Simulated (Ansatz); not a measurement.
Crystal: Ta.

```
Ta
1.0
    -1.65128    1.65128    1.65128
     1.65128   -1.65128    1.65128
     1.65128    1.65128   -1.65128
Ta
1
Direct
  0.00000 0.00000 0.00000
```

- Program: Ansatz 0.2.0
- Task: single point
- Functional: PBEsol
- Potentials or basis: Ansatz PAW
- Cutoff: 420 eV (not typed: the program's choice for these potentials)
- k mesh: 11 × 11 × 11
- Occupations: fermi-dirac, width 0.05 eV
- Spin: no spin polarisation

On this cell: pressure -4.3 GPa; band gap on the k mesh none (metal or under the smearing width).

The same run follows on a disturbed copy (cell strained at random at fixed volume):

```xyz
1
Lattice="-1.6207 1.6546 1.6292 1.6978 -1.6262 1.6778 1.6224 1.6279 -1.6008" Properties=species:S:1:pos:R:3 pbc="T T T"
Ta   -0.0498    0.0348   -0.0299
```

What changes?

The energy (extrapolated to zero smearing) moves by +14.3 meV/atom; pressure -3.9 GPa; band gap on the k mesh none (metal or under the smearing width).

Stress tensor (GPa, compression positive):
```
-4.49 -0.24 -4.12
-0.24 -3.25 -1.44
-4.12 -1.44 -4.04
```

Caveats: the PAW data sets come from PBE, with cores solved anew for the run's functional, which leaves a small shift of forces and pressure.
